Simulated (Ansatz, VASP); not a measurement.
Two plane-wave programs on As

```xyz
1
Lattice="2.7713 0.0000 0.0000 0.0000 2.7713 0.0000 0.0000 0.0000 2.7037" Properties=species:S:1:pos:R:3 pbc="T T T"
As    1.3856    1.3856    1.3518
```

Change from the starting cell: strain +0.0250 x Voigt [1, 1, 0, 0, 0, 0], atoms carried along.

Alike in both runs: task single point; functional PBE; k mesh 18 × 18 × 18; occupations gaussian, width 0.15 eV; no spin polarisation.

```csv
,VASP,Ansatz
version,VASP 6.6.1,Ansatz 0.2.0
potentials or method,"VASP PAW PBE potentials, release 64 (As)","scalar-relativistic, plane waves, PAW"
plane-wave cutoff (eV),520,420
valence electrons in the cell,5,15
```

|  | VASP | Ansatz | Ansatz less VASP |
| --- | --- | --- | --- |
| gap on the k mesh at the Fermi level (eV) | none | none | - |
| pressure (GPa) | -1.2 | -1.3 | -0.13 |
| largest component of the traceless stress (GPa) | 3.00 | 2.98 | -0.026 |

A gap of «none» marks a metal or a gap that the smearing closes. The functional is the same, so the differences come from potentials, cutoffs and numerics. The two sets of potentials don't hold the same shells in valence.
